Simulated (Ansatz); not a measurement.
**ZrSe2: a single-point run**

Wanted: a converged single-point run for ZrSe2, and a check of what comes out. The structure is shown as the input types it.

The COD entry's cell or inner coordinates are ideal or old and differ from later refinements, so a difference from it is no clean test against experiment.

Program: Ansatz 0.2.0. Level of theory: density functional or hybrid calculation with the settings of its input, plane waves (as first typed). These are calculated values, not measurements.

4 further runs of the same task are left out: 1 for a known fault of the program, 3 that didn't finish.

### 1 The structure to begin with

The structure is trigonal, space group P-3m1 (No. 164). The conventional cell has a = 3.789 Å, b = 3.789 Å, c = 6.181 Å, α = 90.00°, β = 90.00°, γ = 120.00°. Zr (site symmetry -3m) has 6 Se at 2.69 Å as nearest neighbours. Se (site symmetry 3m) is surrounded by 3 Zr at 2.69 Å.

As a file:

```
CELL_PARAMETERS angstrom
3.78939 0.00000 0.00000
-1.89469 3.28170 0.00000
0.00000 0.00000 6.18068
ATOMIC_POSITIONS crystal
Zr 0.00000 0.00000 0.00000
Se 0.33333 0.66667 0.25375
Se 0.66667 0.33333 0.74625
```

### 2 Input and run

Input file input.yaml:

```yaml
crystal:
  lattice:
    - [3.7893855136, 0.0, 0.0]
    - [-1.8946927568, 3.2817041195, 0.0]
    - [0.0, 0.0, 6.1806782015]
  atoms:
    - { symbol: Zr, position: [0.0, 0.0, 0.0] }
    - { symbol: Se, position: [0.3333333333, 0.6666666667, 0.253745324] }
    - { symbol: Se, position: [0.6666666667, 0.3333333333, 0.746254676] }
kpoints:
  mp_grid: { grid: [6, 6, 4] }
hamiltonian:
  xc: pbe
scf:
  occupations: { method: fixed }
  n_extra_bands: 5000
output:
  forces: true
  stress: true
  eigenvalues: true
```

Run with:

```
> ansatz run input.yaml --threads 4 --pin off --max-ram 3686MiB --backend cpu --events-out ev --progress --plain --runs-dir out
```

Q: Will this input give a usable result? If not, why, and what should change?

The program refused the input before any cycle. Its message: «inconsistent input (scf.n_extra_bands, basis.ecutwfc, kpoints): n_bands = 5022 exceeds the smallest per-k basis n_pw = 1470 (k-point 21, counted from 0 among those solved) — raise basis.ecutwfc or lower scf.n_extra_bands»

In the input, scf.n_extra_bands is 5000. The band count leaves no room above the highest filled state.

The cure: set scf.n_extra_bands to 4.
